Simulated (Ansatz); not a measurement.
All numbers below come from Ansatz 0.2.0, DFT PBE, scalar-relativistic, plane waves, PAW. All cells share a 420 eV cutoff and Γ-centred k meshes spaced at most about 0.3 Å⁻¹ (about 0.25 or finer for metals, 2π included). No spin polarisation in the final relaxations.

All energies are static (0 K, no zero-point motion).

Two forms of B were relaxed alike.

1.

Space group C2/m (No. 12). a = 3.542 Å, b = 4.644 Å, c = 5.265 Å, α = 90.00°, β = 96.49°, γ = 90.00°
```tsv
atom	site	symmetry	x	y	z
B	4i	m	0.9659	0.0000	0.8393
B	8j	1	0.3653	0.8009	0.3447
```

2.

Space group R32:H (No. 155). a = 4.998 Å, b = 4.998 Å, c = 3.621 Å, α = 90.00°, β = 90.00°, γ = 120.00°
```tsv
atom	site	symmetry	x	y	z
B	9d	.2	0.6667	0.5361	0.3333
```

Question: Which would you expect to be lower, and how large is the difference?

Answer: Cell 1 is lower, by 0.33 eV/atom. Cell 1 has space group C2/m (No. 12), 7.2 Å³/atom and no gap on its mesh; cell 2 has space group R32 (No. 155), 8.7 Å³/atom and no gap. Counting all near atoms (those within 1.25 times the shortest such distance or 1.15 times the sum of covalent radii; a slash parts the counts of unlike sites), cell 1 has B 5/7 and cell 2 has B 4. The denser one is the lower, and pressure would at first widen the difference. Both come from invented guesses. The part of the Crystallography Open Database at hand lists B in space groups No. 58, 134, 166; no cell shown has one of them.

Cells relaxed within their symmetry can be saddle points. The C2/m cell of B came from shaking the R32 one.
